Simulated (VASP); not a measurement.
Y: relaxation of cell and atoms with r2SCAN

Crystal: Y.

```
Y
1.0
    -1.75643    1.75643    2.68647
     1.75643   -1.75643    2.68647
     1.75643    1.75643   -2.68647
Y
1
Cartesian
  0.0000 0.0000 2.6865
```

The cell was built by a generator and needn't be a form met in nature.

- Program: VASP 6.6.1
- Task: relaxation of cell and atoms
- Functional: r2SCAN
- Potentials or basis: VASP PAW PBE potentials, release 64 (Y_sv)
- Cutoff: 600 eV
- k mesh: 8 × 8 × 8
- Occupations: gaussian, width 0.1 eV
- Spin: no spin polarisation
- Dipole correction: no
- Further INCAR settings: ALGO = Normal; EDIFF = 1e-06; IBRION = 2; EDIFFG = -0.04; NSW = 90; ISIF = 3

```
Relaxed volume                         : 32.97 Å³/atom
Relaxed cell                           : a = 3.598 Å, b = 3.598 Å, c = 3.598 Å, α = 119.90°, β = 119.90°, γ = 90.17°
Space group after relaxing (to 0.05 Å) : Fm-3m (No. 225)
Energy gained by relaxing              : 10.5 meV/atom
Ionic steps                            : 6
Pressure after relaxing                : 0.0 GPa
Band gap on the k mesh                 : none (metal or under the smearing width)
```

Stress tensor (GPa, compression positive):
```
0.00 0.00 0.00
0.00 0.00 0.00
0.00 0.00 0.08
```

The path:
| step | energy change (eV) | largest force (eV/Å) | pressure (GPa) | volume (Å³) |
| --- | --- | --- | --- | --- |
| 1 | 0.0000 | 0.0000 | -0.09 | 33.15 |
| 2 | -0.0035 | 0.0000 | -0.02 | 33.06 |
| 3 | -0.0101 | 0.0000 | 0.29 | 32.75 |
| 4 | -0.0102 | 0.0000 | 0.38 | 32.68 |
| 5 | -0.0102 | 0.0000 | -0.30 | 33.27 |
| 6 | -0.0105 | 0.0000 | 0.03 | 32.97 |

Final structure:
```
Y
1.0
    -1.80150    1.80150    2.53995
     1.80150   -1.80150    2.53995
     1.80150    1.80150   -2.53995
Y
1
Direct
  0.50000 0.50000 0.00000
```

Levels at points of the mesh, in eV from the Fermi level:
```
           k point  band 3  band 4  band 5  band 6  band 7  band 8
(0.00, 0.00, 0.00)  -23.25  -23.25   -4.99    2.03    2.03    2.05
(0.50, 0.00, 0.00)  -23.33  -23.32   -1.99    0.40    1.84    1.86
(0.50, 0.50, 0.00)  -23.45  -23.45   -1.78   -0.82    1.95    5.61
(0.50, 0.50, 0.50)  -23.45  -23.45   -1.78   -0.83    1.99    5.61
```

It took 6.6 min on 1 thread of Intel(R) Xeon(R) Platinum 8488C (Sapphire Rapids), with other jobs on the host, peak memory 0.21 GiB.

Caveat: the PAW data sets were made with another functional, which shifts forces and pressure a little.
